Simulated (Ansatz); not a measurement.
**PtBr (element-swapped structure): how the settings move a relaxation**

How sensitive is a relaxation of PtBr (element-swapped structure) to its settings? A reference run comes first, then four runs with altered input.

Computed with Ansatz 0.2.0 (reference: DFT r2SCAN, plane waves, PAW, scalar-relativistic, no spin polarisation, unless a step's input says otherwise).

### 1 The starting structure

Symmetry: P4/mmm, No. 123, tetragonal system. The conventional cell has a = 3.201 Å, b = 3.201 Å, c = 4.382 Å, α = 90.00°, β = 90.00°, γ = 90.00°. Pt (site symmetry 4/mmm) has 8 Br at 3.15 Å and 4 Pt at 3.20 Å as nearest neighbours. Around Br (site symmetry 4/mmm) lie 8 Pt at 3.15 Å and 4 Br at 3.20 Å.

Coordinates:

```
CELL_PARAMETERS angstrom
3.20057 0.00000 0.00000
0.00000 3.20057 0.00000
0.00000 0.00000 4.38161
ATOMIC_POSITIONS crystal
Pt 0.50000 0.50000 0.50000
Br 0.00000 0.00000 0.00000
```

### 2 Reference

input.yaml reads:

```yaml
crystal:
  lattice:
    - [3.200572, 0.0, 0.0]
    - [0.0, 3.200572, 0.0]
    - [0.0, 0.0, 4.381609]
  atoms:
    - { symbol: Pt, position: [0.5, 0.5, 0.5] }
    - { symbol: Br, position: [0.0, 0.0, 0.0] }
  symmetry: { tolerance: 0.0003 }
kpoints:
  mp_grid: { grid: [6, 6, 4], shift: [0, 0, 0] }
magnetization:
  spin_polarized: false
scf:
  occupations: { method: gaussian, width: 0.1211 }
hamiltonian:
  pseudopotentials: { kind: paw }
  xc: r2scan
basis:
  ecutwfc: 500
output:
  forces: true
  stress: true
  eigenvalues: true
relax:
  max_steps: 40
  cell: {}
```

Run with:

```sh
$ ansatz run input.yaml --threads 1 --pin off --max-ram 2560MiB --backend cpu --events-out ev --progress --plain --runs-dir out
```

### 3 Changing settings: occupations.method cold, occupations.width 0.005, mixing.algorithm msr1, mixing.beta 0.1, mixing.ndim 2, f_tol 0.1, max_displacement 0.5

Changes to input.yaml since step 2:

```diff
@@ -14,3 +14,4 @@
 scf:
-  occupations: { method: gaussian, width: 0.1211 }
+  occupations: { method: cold, width: 0.005 }
+  mixing: { algorithm: msr1, beta: 0.1, ndim: 2 }
 hamiltonian:
@@ -27 +28,3 @@
   cell: {}
+  f_tol: 0.1
+  max_displacement: 0.5
```

### 4 Changed: ecutwfc 51.4 Ry

Changes to input.yaml since step 2:

```diff
@@ -19,3 +19,3 @@
 basis:
-  ecutwfc: 500
+  ecutwfc: "51.4 Ry"
 output:
```

### 5 Variant: lower_state_search standard, ecutwfc 400 eV, ecutrho_ratio 6

Changes to input.yaml since step 2:

```diff
@@ -15,2 +15,3 @@
   occupations: { method: gaussian, width: 0.1211 }
+  lower_state_search: standard
 hamiltonian:
@@ -19,3 +20,4 @@
 basis:
-  ecutwfc: 500
+  ecutwfc: "400 eV"
+  ecutrho_ratio: 6
 output:
```

### 6 A run with other settings

Changes to input.yaml since step 2:

```diff
@@ -15,2 +15,3 @@
   occupations: { method: gaussian, width: 0.1211 }
+  max_iter: 1
 hamiltonian:
```

(Steps that only read results are left out.)

Before running it: what results should come out? Wanted: for each run, ending; energy change; pressure; gap; force.

**Answer**, as computed:

| run | ending | energy change | pressure (GPa) | gap (eV) | force (eV/Å) | cycles | time |
| --- | --- | --- | --- | --- | --- | --- | --- |
| reference | converged | 0 | 0.0 | 0.00 | 0.00 | - | 12 s |
| 1: occupations.method cold, occupations.width 0.005, mixing.algorithm msr1, mixing.beta 0.1, mixing.ndim 2, f_tol 0.1, max_displacement 0.5 | converged | +1.7 meV/atom (σ→0) | 0.0 | 0.00 | 0.00 | 87 | 15 s |
| 2: ecutwfc 51.4 Ry | converged | -1.3 meV/atom | 0.0 | 0.00 | 0.00 | - | 22 s |
| 3: lower_state_search standard, ecutwfc 400 eV, ecutrho_ratio 6 | converged | +2.5 meV/atom | 0.0 | 0.00 | 0.00 | - | 16 s |
| 4: max_iter 1 | not converged | - | - | - | - | - | 0.79 s |

Run 3 ran under the cutoff that the potentials recommend, as the log warns, so basis error is mixed into its values. 1 of the 4 altered inputs did not end normally.

The reference is no final answer either: it is run without spin, though an odd electron count or open d shells could carry moments; its mesh is coarse for a cell with so small a gap or none.
